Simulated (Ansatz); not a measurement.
# TiAl: moving Al off its site

TiAl, Pm-3m, a = 3.156 Å. The structure is a Materials Project entry; whether it is the stable form wasn't checked. Ansatz: PBEsol, PAW, 420 eV, Γ-centred 14×14×14 mesh on 8 atoms, Gaussian smearing 0.15 eV; no spin polarisation.

```xyz
8
Lattice="-3.1565 3.1565 3.1565 3.1565 -3.1565 3.1565 3.1565 3.1565 -3.1565" Properties=species:S:1:pos:R:3 pbc="T T T"
Ti    3.1565    0.0000    0.0000
Ti    0.0000    3.1565    0.0000
Ti    0.0000    0.0000    3.1565
Ti    0.0000    0.0000    0.0000
Al    1.5782    1.5782    1.5782
Al    1.5782    1.5782   -1.5782
Al    1.5782   -1.5782    1.5782
Al   -1.5782    1.5782    1.5782
```

Atom 5 (Al) moves by x along the unit vector (0.000, 0.000, 1.000), with its periodic images; all else is held. y is the free energy of the cell over the start, F the force along the path summed over the moved atoms. Symmetry makes y even in x.

```tsv
x (Å)	y (meV)	F (eV/Å)
-0.450	?	?
-0.150	79.5	1.05
0.000	0.0	0.00
0.075	20.0	-0.53
0.225	177.2	-1.55
0.300	311.6	-2.03
0.375	480.9	-2.49
```

Q: Fit y = c2 x² + c4 x⁴ to the energies of the other rows, give the force constant, and predict energy and force of the missing row.

A: Least squares on the rows shown. y = 3544.3 x² − 888.68 x⁴. The force constant is 2 c2 = 7.09 eV/Å² (for all images moving together, not for a lone atom). The force −dy/dx at the missing row is 2.87 eV/Å (computed 2.94). At x = -0.450 the fit asked for gives 681.3 meV. The run gave 684.3 meV, so the fit is 3.0 meV too low, a small miss on the scale of the series. The form still works here, 20 % of the fitted range beyond its end.

Cost: 7 runs of about 4 core-minutes in all, on AMD EPYC 9R45 (Zen 5) (shared hosts).